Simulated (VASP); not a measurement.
# Ge (Fd-3m) in VASP: phonons with LDA

Aim: the phonons of Ge with LDA.

Everything below comes from runs of VASP 6.6.1. Logs are shortened: lines on timing, memory, paths and dates and some standing lists are left out, and cuts for length are marked.

**1. Starting point**

It takes space group Fd-3m (No. 227, cubic). Conventional cell: a = 5.658 Å, b = 5.658 Å, c = 5.658 Å, α = 90.00°, β = 90.00°, γ = 90.00°. Around Ge (site symmetry -43m) lie 4 Ge at 2.45 Å.

The cell was built by a generator and needn't be a form met in nature.

**2. Phonons, LDA**

File POSCAR:

```
Ge
1.0
    0.0000000000      2.8290000000      2.8290000000
    2.8290000000      0.0000000000      2.8290000000
    2.8290000000      2.8290000000      0.0000000000
Ge
2
Direct
    0.0000000000      0.0000000000      0.0000000000
    0.2500000000      0.2500000000      0.2500000000
```

File INCAR.step1:

```
ALGO = Normal
EDIFF = 1E-8
EDIFFG = -0.002
ENCUT = 600
IBRION = 2
ISIF = 2
ISMEAR = -1
KPAR = 2
LASPH = T
LCHARG = F
LREAL = F
LWAVE = F
NELM = 100
NSW = 40
PREC = Accurate
SIGMA = 0.03
```

File INCAR.step2:

```
ALGO = Normal
EDIFF = 1E-8
ENCUT = 600
IBRION = 6
ISIF = 2
ISMEAR = -1
KPAR = 2
LASPH = T
LCHARG = F
LREAL = F
LWAVE = F
NELM = 100
NFREE = 2
NSW = 1
POTIM = 0.015
PREC = Accurate
SIGMA = 0.03
```

File KPOINTS:

```
k-points
0
Gamma
  32 32 32
```

Potentials or basis: VASP PAW LDA potentials, release 64 (Ge_d).

The run is started by

```console
$ cat potpaw_LDA.64/Ge_d/POTCAR > POTCAR
$ cp INCAR.step1 INCAR
$ mpirun -np 2 vasp_std > vasp.out
$ cp CONTCAR POSCAR
$ cp INCAR.step2 INCAR
$ mpirun -np 2 vasp_std > vasp.out
```

OUTCAR:

```text
EDIFF = 1E-8
   ENCUT = 600
   IBRION = 6
   ISIF = 2
   ISMEAR = -1
   LASPH = T
   LREAL = F
   NELM = 100
   NFREE = 2
   NSW = 1
   POTIM = 0.015
   PREC = Accurate

 ion  position               nearest neighbor table
   1  0.000  0.000  0.000-   2 2.45   2 2.45   2 2.45   2 2.45
   2  0.250  0.250  0.250-   1 2.45   1 2.45   1 2.45   1 2.45

  LATTYP: Found a face centered cubic cell.
 ALAT       =     5.6580000000

  Lattice vectors:

 A1 = (   0.0000000000,   2.8290000000,   2.8290000000)
 A2 = (   2.8290000000,   0.0000000000,   2.8290000000)
 A3 = (   2.8290000000,   2.8290000000,   0.0000000000)

Analysis of symmetry for initial positions (statically):
=====================================================================
 Subroutine PRICEL returns:
 Original cell was already a primitive cell.

 Routine SETGRP: Setting up the symmetry group for a
 face centered cubic supercell.

 Subroutine GETGRP returns: Found 48 space group operations
 (whereof 24 operations were pure point group operations)
 out of a pool of 48 trial point group operations.

The static configuration has the point symmetry T_d .
 The point group associated with its full space group is O_h .

Analysis of symmetry for dynamics (positions and initial velocities):
=====================================================================
 Subroutine PRICEL returns:
 Original cell was already a primitive cell.

 Routine SETGRP: Setting up the symmetry group for a
 face centered cubic supercell.

 Subroutine GETGRP returns: Found 48 space group operations
 (whereof 24 operations were pure point group operations)
 out of a pool of 48 trial point group operations.

The dynamic configuration has the point symmetry T_d .
 The point group associated with its full space group is O_h .

 Subroutine INISYM returns: Found 48 space group operations
 (whereof 24 operations are pure point group operations),
 and found     1 'primitive' translations

----------------------------------------------------------------------------------------

                                     Primitive cell

  volume of cell :      45.2823

  direct lattice vectors                    reciprocal lattice vectors
     0.000000000  2.829000000  2.829000000    -0.176740898  0.176740898  0.176740898
     2.829000000  0.000000000  2.829000000     0.176740898 -0.176740898  0.176740898
     2.829000000  2.829000000  0.000000000     0.176740898  0.176740898 -0.176740898

  length of vectors
     4.000810168  4.000810168  4.000810168     0.306124215  0.306124215  0.306124215

  position of ions in fractional coordinates (direct lattice)
     0.000000000  0.000000000  0.000000000
     0.250000000  0.250000000  0.250000000

  ion indices of the primitive-cell ions
   primitive index   ion index
                 1           1
                 2           2

----------------------------------------------------------------------------------------

 KPOINTS: k-points

Automatic generation of k-mesh.
 Grid dimensions read from file:
 generate k-points for:   32   32   32

 Generating k-lattice:

  Cartesian coordinates                     Fractional coordinates (reciprocal lattice)
    -0.005523153  0.005523153  0.005523153     0.031250000  0.000000000  0.000000000
     0.005523153 -0.005523153  0.005523153     0.000000000  0.031250000  0.000000000
     0.005523153  0.005523153 -0.005523153     0.000000000  0.000000000  0.031250000
[... 54 lines left out ...]
   LASPH  =      T    aspherical Exc in radial PAW
   ENCUT  =  600.0 eV  44.10 Ry    6.64 a.u.   7.99  7.99  7.99*2*pi/ulx,y,z
   NELM   =    100;   NELMIN=  2; NELMDL=  0     # of ELM steps
   EDIFF  = 0.1E-07   stopping-criterion for ELM
   LREAL  =      F    real-space projection
   EDIFFG = 0.1E-06   stopping-criterion for IOM
   NSW    =     61    number of steps for IOM
   IBRION =      6    ionic relax: 0-MD 1-quasi-New 2-CG
   NFREE  =      2    steps in history (QN), initial steepest desc. (CG)
   ISIF   =      2    stress and relaxation
   ISYM   =      2    0-nonsym 1-usesym 2-fastsym
   POTIM  = 0.0150    time-step for ionic-motion
   TEBEG  =    0.0;   TEEND  =   0.0 temperature during run
   PSTRESS=    0.0 pullay stress
   NELECT =      28.0000    total number of electrons
   NUPDOWN=      -1.0000    fix difference up-down
   EMIN   =  10.00;   EMAX   =-10.00  energy-range for DOS
   EFERMI =   0.00;   METHOD = LEGACY
   ISMEAR =    -1;   SIGMA  =   0.03  broadening in eV -4-tet -1-fermi 0-gaus
   EFERMI_NEDOS =   21; number of points for ismear=-14 and -15
   IALGO  =     38    algorithm
   IMIX   =      4    mixing-type and parameters
     AMIX     =   0.40;   BMIX     =  1.00
     AMIX_MAG =   1.60;   BMIX_MAG =  1.00
  volume/ion in A,a.u.               =      22.64       152.79
  Fermi-wavevector in a.u.,A,eV,Ry     =   1.394712  2.635624 26.466349  1.945222
  Thomas-Fermi vector in A             =   2.518235
   LORBIT       =      0    0 simple, 1 ext, 2 COOP (PROOUT), +10 PAW based schemes
   GGA     = CA    functional components
   LHFCALC =     F    Hartree Fock is set to
   AEXX    =    0.0000 exact exchange contribution
   IVDW    =     0    specifies the selected vdW correction
   LEPSILON=     F    determine dielectric tensor
   LRPA    =     F    only Hartree local field effects (RPA)
 finite differences with symmetry
 non-spin polarized calculation
  energy-cutoff  :      600.00
  volume of cell :       45.28
 maximum number of plane-waves:      1540
   NGX = 15   NGY = 15   NGZ = 15

--------------------------------------- Ionic step        1  -------------------------------------------

 number of electron      28.0000013 magnetization

 Free energy of the ion-electron system (eV)
  ---------------------------------------------------
  ext. energy  EPLUGINS =         0.00000000
  ---------------------------------------------------
  free energy    TOTEN  =       -10.38986533 eV

  energy without entropy =      -10.38980754  energy(sigma->0) =      -10.38983643

------------------------ aborting loop because EDIFF is reached ----------------------------------------

  FORCE on cell =-STRESS in cart. coord.  units (eV):
  Direction    XX          YY          ZZ          XY          YZ          ZX
  --------------------------------------------------------------------------------------
  -------------------------------------------------------------------------------------
  Total       -0.3322325     -0.3322325     -0.3322325     -0.0000000     -0.0000000     -0.0000000
  in kB      -11.7550318    -11.7550318    -11.7550318     -0.0000000     -0.0000000     -0.0000000
  external PRESSURE =     -11.7550318 kB  Pullay stress =       0.0000000 kB
[... 59 lines left out ...]
--------------------------------------- Ionic step        3  -------------------------------------------

 number of electron      28.0000010 magnetization

 Free energy of the ion-electron system (eV)
  ---------------------------------------------------
  ext. energy  EPLUGINS =         0.00000000
  ---------------------------------------------------
  free energy    TOTEN  =       -10.38862084 eV

  energy without entropy =      -10.38855590  energy(sigma->0) =      -10.38858837

 E-fermi :   4.7717     XC(G=0): -10.2882

 val. band max:        4.7692931071   @ k =   0.0000  -0.0312   0.0312
 cond. band min:       4.7724069202   @ k =   0.4688   0.0000   0.0000
 fundamental gap:      0.0031138132
 Fermi energy:         4.7717103278

 k-point     1 :       0.0000    0.0000    0.0000
  band No.  band energies     occupation
      1     -20.2209      2.00000
      2     -20.2176      2.00000
      3     -20.2140      2.00000
      4     -20.1808      2.00000
      5     -20.1807      2.00000
      6     -19.9719      2.00000
[... 481 lines left out ...]
      5     -20.1556      2.00000
      6     -19.9970      2.00000
[... 10 lines left out ...]
     17       8.3433      0.00000
     18       9.5301      0.00000

 [... further k-points ...]

------------------------ aborting loop because EDIFF is reached ----------------------------------------

  FORCE on cell =-STRESS in cart. coord.  units (eV):
  Direction    XX          YY          ZZ          XY          YZ          ZX
  --------------------------------------------------------------------------------------
  -------------------------------------------------------------------------------------
  Total       -0.3365259     -0.3341723     -0.3341723      0.0000000     -0.1198327      0.0000000
  in kB      -11.9069417    -11.8236655    -11.8236655      0.0000000     -4.2399147      0.0000000
  external PRESSURE =     -11.8514243 kB  Pullay stress =       0.0000000 kB
[... 17 lines left out ...]
  FREE ENERGIE OF THE ION-ELECTRON SYSTEM (eV)
  ---------------------------------------------------
  free  energy   TOTEN  =       -10.3886208386 eV

  energy  without entropy=      -10.3885559019  energy(sigma->0) =      -10.38858837

 INTERNAL STRAIN TENSORS FROM DISPLACED ATOMS
 ============================================

 INTERNAL STRAIN TENSOR FOR ION    1 for displacements in x,y,z  (eV/Angst):
          X           Y           Z          XY          YZ          ZX
  --------------------------------------------------------------------------------
  x    -0.00000    -0.00000    -0.00000     0.00000     7.99949     0.00000
  y     0.00000    -0.00000     0.00000     0.00000     0.00000     7.99949
  z    -0.00000    -0.00000    -0.00000     7.99949     0.00000     0.00000

 INTERNAL STRAIN TENSOR FOR ION    2 for displacements in x,y,z  (eV/Angst):
          X           Y           Z          XY          YZ          ZX
  --------------------------------------------------------------------------------
  x     0.00000     0.00000     0.00000     0.00000    -7.99949     0.00000
  y    -0.00000     0.00000    -0.00000     0.00000     0.00000    -7.99949
  z     0.00000     0.00000     0.00000    -7.99949     0.00000     0.00000

 Eigenvectors and eigenvalues of the dynamical matrix
 ----------------------------------------------------

   1 f  =    8.617892 THz    54.147813 2PiTHz  287.461937 cm-1    35.640722 meV
             X         Y         Z           dx          dy          dz
      0.000000  0.000000  0.000000     0.000000   -0.707107    0.000000
      1.414500  1.414500  1.414500     0.000000    0.707107    0.000000
[... 21 lines left out ...]
   6 f  =    0.000000 THz     0.000000 2PiTHz    0.000000 cm-1     0.000000 meV
             X         Y         Z           dx          dy          dz
      0.000000  0.000000  0.000000     0.000000    0.000000    0.707107
      1.414500  1.414500  1.414500     0.000000    0.000000    0.707107

 ELASTIC MODULI CONTR FROM IONIC RELAXATION (kBar)
 Direction    XX          YY          ZZ          XY          YZ          ZX
 --------------------------------------------------------------------------------
 XX          -0.0000     -0.0000     -0.0000      0.0000      0.0000     -0.0000
 YY          -0.0000     -0.0000     -0.0000      0.0000      0.0000      0.0000
 ZZ          -0.0000     -0.0000     -0.0000      0.0000      0.0000     -0.0000
 XY           0.0000      0.0000      0.0000   -205.2291      0.0000      0.0000
 YZ           0.0000      0.0000      0.0000      0.0000   -205.2291      0.0000
 ZX          -0.0000      0.0000     -0.0000      0.0000      0.0000   -205.2291
 --------------------------------------------------------------------------------
```

Run time: 28 min. Hardware: 2 MPI ranks of Intel Xeon Platinum 8259CL at 2.50GHz (Skylake/Cascade Lake), shared host; peak memory 5.3 GiB.

Results:

* Highest phonon frequency at Γ: 287 cm⁻¹

Phonon frequencies in cm⁻¹ (negative: imaginary):
```csv
q point,frequencies
"(0.000, 0.000, 0.000)",0 0 0 287 287 287
```
